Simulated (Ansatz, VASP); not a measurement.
**One calculation of BaS, two programs**

```
Ba S
1.0
     0.00000    3.13556    3.13556
     3.13556    0.00000    3.13556
     3.13556    3.13556    0.00000
Ba S
1 1
Direct
  0.50000 0.50000 0.50000
  0.00000 0.00000 0.00000
```

Alike in both runs: task single point; functional LDA; k mesh 6 × 6 × 6; occupations gaussian, width 0.05 eV; no spin polarisation.

|  | VASP | Ansatz |
| --- | --- | --- |
| version | VASP 6.6.1 | Ansatz 0.2.0 |
| potentials or method | VASP PAW LDA potentials, release 64 (Ba_sv, S) | scalar-relativistic, plane waves, PAW |
| plane-wave cutoff (eV) | 520 | 420 |
| valence electrons in the cell | 16 | 16 |

```csv
,VASP,Ansatz,Ansatz less VASP
gap on the k mesh at the Fermi level (eV),1.80,1.91,+0.118
least direct gap on the mesh (eV),1.90,1.98,+0.083
pressure (GPa),0.8,0.0,-0.78
```

Caveats: spin-orbit coupling is left out, which moves the levels of the heavy elements. A k mesh can miss the band edges. Expect the measured gap to be larger: semilocal functionals such as LDA lack the derivative discontinuity.
